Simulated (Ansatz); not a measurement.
# Al: the cost of one run

Method: DFT PBE, scalar-relativistic, plane waves, PAW, in Ansatz 0.2.0.

11 further runs of the same task are left out: 11 set aside as unsound or not needed.

## (1) The starting structure

The structure is cubic, space group Fm-3m (No. 225). Conventional cell: a = 4.040 Å, b = 4.040 Å, c = 4.040 Å, α = 90.00°, β = 90.00°, γ = 90.00°. Al (site symmetry m-3m) has 12 Al at 2.86 Å in its first shell of neighbours.

Structure file:

```cif
data_structure
_symmetry_space_group_name_H-M 'Fm-3m'
_symmetry_Int_Tables_number 225
_cell_length_a 4.0401
_cell_length_b 4.0401
_cell_length_c 4.0401
_cell_angle_alpha 90.000
_cell_angle_beta 90.000
_cell_angle_gamma 90.000
_cell_volume 65.94
loop_
_atom_site_label
_atom_site_type_symbol
_atom_site_symmetry_multiplicity
_atom_site_Wyckoff_symbol
_atom_site_fract_x
_atom_site_fract_y
_atom_site_fract_z
_atom_site_occupancy
Al1 Al 4 a 0.00000 0.00000 0.00000 1
```

It is the result of an earlier relaxation at this level (volume 16.49 Å³/atom; gap on the mesh: none (metal)).

## (2) Setting up the map

Atoms count from 1 in the order of the input.

Al is moved over the surface cell; relaxed at each place: the height of the adsorbate's atoms; substrate rigid; the origin of the map has the adsorbate above Al13.

First coordinate, position of Al17 along the first surface vector, from above Al13: 6 values from 0.000 to 0.833, periodic. Second coordinate, position of Al17 along the second surface vector, from above Al13: 6 values from 0.000 to 0.833, periodic.

Relaxed at each point: the height of the adsorbate's atoms; substrate rigid. Points are written as (first, second).

The two vectors of the plane (Å): (2.857, 0.000, 0.000); (0.000, 4.040, 0.000).

## (3) The run at (0/6, 0/6) of the map's two axes

Contents of input.yaml:

```yaml
crystal:
  lattice:
    - [5.7135165838, 0.0, 0.0]
    - [0.0, 8.0801326416, 0.0]
    - [0.0, 0.0, 19.7432786844]
  atoms:
    - { symbol: Al, position: [0.25, 0.25, 0.2026005946] }
    - { symbol: Al, position: [0.25, 0.75, 0.2026005946] }
    - { symbol: Al, position: [0.75, 0.25, 0.2026005946] }
    - { symbol: Al, position: [0.75, 0.75, 0.2026005946] }
    - { symbol: Al, position: [0.0, 0.0, 0.2749482107] }
    - { symbol: Al, position: [0.0, 0.5, 0.2749482107] }
    - { symbol: Al, position: [0.5, 0.0, 0.2749482107] }
    - { symbol: Al, position: [0.5, 0.5, 0.2749482107] }
    - { symbol: Al, position: [0.25, 0.25, 0.349546641] }
    - { symbol: Al, position: [0.25, 0.75, 0.349546641] }
    - { symbol: Al, position: [0.75, 0.25, 0.349546641] }
    - { symbol: Al, position: [0.75, 0.75, 0.349546641] }
    - { symbol: Al, position: [0.0, 0.0, 0.4175232906] }
    - { symbol: Al, position: [0.0, 0.5, 0.4175232906] }
    - { symbol: Al, position: [0.5, 0.0, 0.4175232906] }
    - { symbol: Al, position: [0.5, 0.5, 0.4175232906] }
    - { symbol: Al, position: [0.0, 0.0, 0.5400966504] }
basis:
  ecutwfc: 420
kpoints:
  mp_grid: { grid: [5, 4, 1] }
hamiltonian:
  xc: pbe
  pseudopotentials: { kind: paw, azcp: { folder: soft_1 } }
scf:
  occupations: { method: gaussian, width: 0.1 }
output:
  forces: true
  eigenvalues: true
  write_density: true
  write_potential: true
  elf: true
  volumetric_format: npy
relax:
  adjacent_minimum: "off"
  f_tol: 0.025
  max_steps: 16
  constraints:
    - { sites: [0, 1, 2, 3, 4, 5, 6, 7, 8, 9, 10, 11, 12, 13, 14, 15] }
    - { sites: [16], fix: xy }
efield:
  axis: 3
  dipole_correction: true
  ramp_width: 0.04
```

The run is started by

```bash
> ansatz run input.yaml --threads 2 --pin off --max-ram 6144MiB --backend cpu --events-out ev --progress --plain --runs-dir out
```

**Question.** How long does this run take on 2 threads of Arm Neoverse N1, shared host, and how much memory does it need?

About 2.2 min, with a peak of 1 GiB.
